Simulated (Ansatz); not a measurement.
# Calculated ¹⁷O NMR of the central transition for CO₂

Cell: a computed structure from the Materials Project (it need not be an observed phase) whose atoms were relaxed with r2SCAN, the cell held.

Space group P4_2/mnm (No. 136); a = 4.2272, c = 4.6878 Å.

```csv
site,Wyckoff,site symmetry,x,y,z
C,2a,m.mm,0.5000,0.5000,0.5000
O,4f,m.2m,0.3060,0.6940,0.5000
```

One atom of each set is listed.

The numbers come from a DFT calculation in Ansatz (r2SCAN, plane waves and PAW, scalar-relativistic, 500 eV cutoff, Γ-centred 8×8×7 k-points, Fermi–Dirac smearing 0.01 eV).

¹⁷O has I = 5/2 and Q = -25.58 mb (Pyykkö 2018); at 9.4 T its Larmor frequency is ν₀ = 54.3 MHz. Only the quadrupole interaction is simulated: positions count from each site's isotropic chemical shift, and J coupling is left out, as are shift anisotropy and dipolar coupling, which fast spinning averages.

(1) Simulate the second-order pattern (fast magic-angle spinning, Gaussian broadening 0.1 kHz) of site O (1 C at 1.16 Å).

Results:

(1) The calculation gives C_Q = -4.59 MHz and η = 0.05, so ν_Q = 0.689 MHz and the centre of gravity lies at -43.0 ppm (-2.33 kHz).

```csv
offset (kHz),height
-6.088,0
-5.943,0
-5.797,4
-5.652,5
-5.506,5
-5.361,5
-5.216,5
-5.070,5
-4.925,5
-4.779,6
-4.634,6
-4.488,6
-4.343,6
-4.197,6
-4.052,6
-3.907,7
-3.761,24
-3.616,84
-3.470,72
-3.325,52
-3.179,45
-3.034,41
-2.888,39
-2.743,38
-2.598,37
-2.452,36
-2.307,36
-2.161,37
-2.016,38
-1.870,39
-1.725,41
-1.579,43
-1.434,47
-1.289,53
-1.143,64
-0.998,97
-0.852,100
-0.707,23
-0.561,0
-0.416,0
```

At O V_zz points along its bond to C (within 1°).
